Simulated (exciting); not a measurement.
An input for exciting (release sodium) (SbPt):

The input input.xml:

```xml
<input>
  <title>SbPt</title>
  <structure speciespath="./" tshift="false" cartesian="true">
    <crystal scale="1.88972612463">
      <basevect>4.120000000000 0.000000000000 0.000000000000</basevect>
      <basevect>-2.060000000000 3.568024663600 0.000000000000</basevect>
      <basevect>0.000000000000 0.000000000000 5.470000000000</basevect>
    </crystal>
    <species speciesfile="Pt.xml" rmt="2.3">
      <atom coord="0.000000000000 0.000000000000 5.168400950851"/>
      <atom coord="0.000000000000 0.000000000000 0.000000000000"/>
    </species>
    <species speciesfile="Sb.xml" rmt="2.3">
      <atom coord="3.892835817118 2.247529806480 7.752601426277"/>
      <atom coord="-0.000000000389 4.495059613634 2.584200475426"/>
    </species>
  </structure>
  <groundstate do="fromscratch" ngridk="4 4 3" rgkmax="8" gmaxvr="14" lmaxapw="10" lmaxmat="10" lmaxvr="8" stype="Gaussian" swidth="0.00036749" nempty="74" ValenceRelativity="iora*" epsengy="1e-05" epspot="1e-05" maxscl="1" outputlevel="normal">
    <libxc exchange="XC_GGA_X_WC" correlation="XC_GGA_C_PBE"/>
    <spin spinorb="true"/>
  </groundstate>
  <properties>
    <bandstructure>
      <plot1d>
        <path steps="60">
          <point coord="0 0 0" label="G"/>
          <point coord="0.5 0 0" label="M"/>
          <point coord="0.3333333333 0.3333333333 0" label="K"/>
          <point coord="0 0 0" label="G"/>
          <point coord="0 0 0.5" label="A"/>
          <point coord="0.5 0 0.5" label="L"/>
          <point coord="0.3333333333 0.3333333333 0.5" label="H"/>
          <point coord="0 0 0.5" label="A" breakafter="true"/>
          <point coord="0.5 0 0.5" label="L"/>
          <point coord="0.5 0 0" label="M" breakafter="true"/>
          <point coord="0.3333333333 0.3333333333 0" label="K"/>
          <point coord="0.3333333333 0.3333333333 0.5" label="H"/>
        </path>
      </plot1d>
    </bandstructure>
  </properties>
</input>
```

Potentials or basis: all-electron LAPW+lo, shipped species files, valence relativity iora*.

Launch:

```bash
$ OMP_NUM_THREADS=1 exciting_smp
```

Task: How does this run end?

Result: The run stopped without a result. It printed:

Output:

```text
================================================================================
EXCITING SODIUM started
All units are atomic (Hartree, Bohr, etc.)
[... 14 lines left out ...]

--------------------------------------------------------------------------------
- CAUTION! Warnings have been written in file WARNING.OUT !                    -
--------------------------------------------------------------------------------
================================================================================
| EXCITING SODIUM stopped                                                      =
================================================================================
```

On the terminal:

```text
Note: The following floating-point exceptions are signalling: IEEE_UNDERFLOW_FLAG IEEE_DENORMAL

Error(readstate): error opening STATE.OUT
```
